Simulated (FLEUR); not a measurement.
Li: equation of state with RPBE

Li:

```xyz
1
Lattice="-1.7547 1.7547 1.7547 1.7547 -1.7547 1.7547 1.7547 1.7547 -1.7547" Properties=species:S:1:pos:R:3 pbc="T T T"
Li    0.0000    0.0000    0.0000
```

```json
{"Program": "FLEUR MaX-R8.1 (later development tree)", "Task": "equation of state", "Functional": "RPBE", "Potentials or basis": "all-electron", "Basis": "FLAPW", "Kmax": "4.5 1/bohr", "k mesh": "11 × 11 × 11", "Occupations": "fermi-dirac, width 0.02 eV", "Spin": "no spin polarisation"}
```

```
Equilibrium volume                      : 21.08 Å³/atom
Bulk modulus                            : 13.3 GPa
Pressure derivative of the bulk modulus : 3.3 (rough: it moves with the points fitted)
```

Energy against volume, from the lowest point:
```
volume (Å³/atom)  energy (meV/atom)
          20.312               0.99
          20.744               0.00
          21.609               0.31
          22.473               3.27
          22.905               5.61
```

The cell as given is a measured one (21.61 Å³/atom); RPBE puts the equilibrium volume -2.5 % from it, thermal expansion not counted.
